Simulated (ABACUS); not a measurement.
PbS (Galena):

```xyz
2
Lattice="4.1942 0.0000 0.0000 2.0971 3.6323 0.0000 2.0971 1.2108 3.4246" Properties=species:S:1:pos:R:3 pbc="T T T"
Pb    0.0000    0.0000    0.0000
S     4.1942    2.4215    1.7123
```

| Property | Result |
| --- | --- |
| Program | ABACUS 3.10.1 |
| Task | relaxation of cell and atoms |
| Functional | RPBE |
| Potentials or basis | SG15 ONCV 1.2 PBE |
| Cutoff | 857 eV |
| Density cutoff | 3429 eV |
| Basis | plane waves |
| k mesh | 6 × 6 × 6 |
| Occupations | fermi-dirac, width 0.05 eV |
| Spin | no spin polarisation |

At the start: pressure 4.2 GPa; volume 26.09 Å³/atom.

Q: How do energy, volume and symmetry change on relaxing?

A: Over 3 steps the energy falls by 25.1 meV/atom and the volume is 28.12 Å³/atom (+7.8 %); space group Fm-3m (No. 225, to 0.05 Å).

Step by step:
```tsv
step	energy change (eV)	largest force (eV/Å)	pressure (GPa)	volume (Å³)
1	0.0000	0.0000	4.21	52.17
2	-0.0449	0.0000	-1.15	57.72
3	-0.0503	0.0000	0.00	56.25
```

Final structure:
```xyz
2
Lattice="4.3007 0.0000 0.0000 2.1504 3.7245 0.0000 2.1504 1.2415 3.5115" Properties=species:S:1:pos:R:3 pbc="T T T"
Pb    0.0000    0.0000    0.0000
S     4.3007    2.4830    1.7558
```

Caveat: the potentials were made for another functional, which shifts forces and pressure.
